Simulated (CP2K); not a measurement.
**TiC under changes of volume**

One of the cells (10.158 Å³/atom); the others are scaled copies at fixed shape and fractional positions:

```
Ti C
1.0
     3.06279    0.00000    0.00000
     1.53139    2.65245    0.00000
     1.53139    0.88415    2.50076
Ti C
1 1
Direct
  0.00000 0.00000 0.00000
  0.50000 0.50000 0.50000
```

The cell is a database's computed one.

```yaml
Program: CP2K 2026.2
Functional: LDA
Potentials_or_basis: GTH_POTENTIALS Ti GTH-PADE-q12, C GTH-PADE-q4; TZVP-MOLOPT-PBE-GTH basis
Density_cutoff: 6123 eV
k_mesh: 11 × 11 × 11
Occupations: fermi-dirac, width 0.05 eV
Spin: no spin polarisation
```

```csv
volume (Å³/atom),energy over the lowest point (meV/atom),pressure (GPa)
9.548,1.30,4.1
9.752,0.00,-2.0
9.955,6.04,-7.5
10.158,18.69,-12.4
10.361,?,?
10.564,61.22,-20.8
10.767,89.95,-24.4
```

Q: What does the run at 10.361 Å³/atom give?

A: Energy over the lowest point 37.28 meV/atom; pressure -16.8 GPa.

Worked out: A Birch-Murnaghan fit of order 3 (a polynomial in V^(-2/3)) to the other rows has its minimum at 9.68 Å³/atom with B0 = V·E''(V) = 286 GPa and B' = 4.1. It gives 37.28 meV/atom at 10.361 Å³/atom, against the run's 37.28, and -dE/dV = -16.9 GPa, against -16.8.

Energies are extrapolated to zero smearing.

Caveats: the basis of atomic orbitals isn't converged, which shifts pressures, moduli and gaps.
